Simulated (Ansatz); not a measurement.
RbCl built on the rocksalt prototype at its r2SCAN geometry, run in Ansatz 0.2.0 at 2 levels of theory. Non-magnetic throughout; all numbers are computed.

The PBE+SOC input:
```yaml
crystal:
  lattice:
    - [0.0, 3.3058125293, 3.3058125293]
    - [3.3058125293, 0.0, 3.3058125293]
    - [3.3058125293, 3.3058125293, 0.0]
  atoms:
    - { symbol: Rb, position: [0.0, 0.0, 0.0] }
    - { symbol: Cl, position: [0.5, 0.5, 0.5] }
kpoints:
  mp_grid: { grid: [6, 6, 6] }
  band_path:
    path:
      - [0.0, 0.0, 0.0]
      - [0.5, 0.0, 0.5]
      - [0.625, 0.25, 0.625]
      - [0.375, 0.375, 0.75]
      - [0.5, 0.5, 0.5]
      - [0.5, 0.25, 0.75]
    npoints: 1
hamiltonian:
  xc: pbe
scf:
  occupations: { method: fixed }
  n_extra_bands: 8
magnetization:
  noncollinear: true
  spin_orbit: true
output:
  forces: true
  stress: true
  eigenvalues: true
```

Main results, then, where recorded, the levels near the gap in eV from the Fermi energy (columns number the bands from 0), one row a point of the path (Γ, X, U, K, L, W):
```
Crystal: 2 atoms, lattice volume = 72.254 Å³
Symmetry: 48 space group operations + 48 with time reversal
Magnetic group: BNS 225.117 (UNI 1619)
```
```
Basis set: ecut = 420 eV, 1411 PW (Γ)
k-points: 16 of 216
SCF 1 converged in 7 iterations: F = -4351.282170 eV  dr2 = 1.90e-9
Free energy (F): -4351.282170 eV
Fermi energy:    0.955073 eV
--- Stress (GPa, compression-positive) ---
        0.615542       0.000000       0.000000
        0.000000       0.615542       0.000000
        0.000000       0.000000       0.615542
  P = ⅓ Tr σ = 0.6155 GPa (6.155 kbar)
```
```tsv
band_8	band_9	band_10	band_11	band_12	band_13	band_14	band_15	band_16	band_17	band_18	band_19	band_20	band_21
-7.763	-7.763	-0.134	-0.134	0.000	0.000	0.000	0.000	4.913	4.913	7.927	7.927	7.927	7.927
-7.865	-7.865	-0.367	-0.367	-0.193	-0.193	-0.096	-0.096	6.171	6.171	7.956	7.956	9.587	9.587
-7.828	-7.828	-0.453	-0.453	-0.324	-0.324	-0.246	-0.246	6.893	6.893	8.617	8.617	8.933	8.933
-7.828	-7.828	-0.453	-0.453	-0.324	-0.324	-0.246	-0.246	6.893	6.893	8.617	8.617	8.933	8.933
-7.758	-7.758	-0.888	-0.888	-0.401	-0.401	-0.333	-0.333	7.650	7.650	7.883	7.883	10.051	10.051
-7.811	-7.811	-0.485	-0.485	-0.284	-0.284	-0.265	-0.265	7.600	7.600	7.604	7.604	9.219	9.219
```

PBE+SOC gives a direct gap of 4.91 eV at Γ.

r2SCAN. Against the first input these blocks differ (the band path and keys that only write files left aside):
```yaml
hamiltonian:
  xc: r2scan
scf:
  occupations: { method: fixed }
  n_extra_bands: 4
```
(magnetization left out)

```
Basis set: ecut = 500 eV, 1837 PW (Γ)
k-points: 16 of 216
SCF 1 converged in 6 iterations: F = -4365.964710 eV  dr2 = 4.86e-9
Free energy (F): -4365.964710 eV
Fermi energy:    0.493516 eV
--- Stress (GPa, compression-positive) ---
        0.024047       0.000000       0.000000
        0.000000       0.024047       0.000000
        0.000000       0.000000       0.024047
  P = ⅓ Tr σ = 0.0240 GPa (0.240 kbar)
```
```tsv
band_4	band_5	band_6	band_7	band_8	band_9	band_10
-8.190	0.000	0.000	0.000	5.556	8.593	8.593
-8.285	-0.326	-0.103	-0.103	6.669	8.835	10.141
-8.242	-0.387	-0.285	-0.213	7.410	9.167	9.824
-8.242	-0.387	-0.285	-0.213	7.410	9.167	9.824
-8.164	-0.825	-0.319	-0.319	8.169	8.490	10.858
-8.178	-0.418	-0.240	-0.240	8.137	8.137	10.138
```

r2SCAN gives a direct gap of 5.56 eV at Γ. The mean stress is close to zero (0.02 GPa).

Totals of different functionals, or with and without spin-orbit coupling, can't be compared.

Only the levels marked +SOC include spin-orbit coupling.
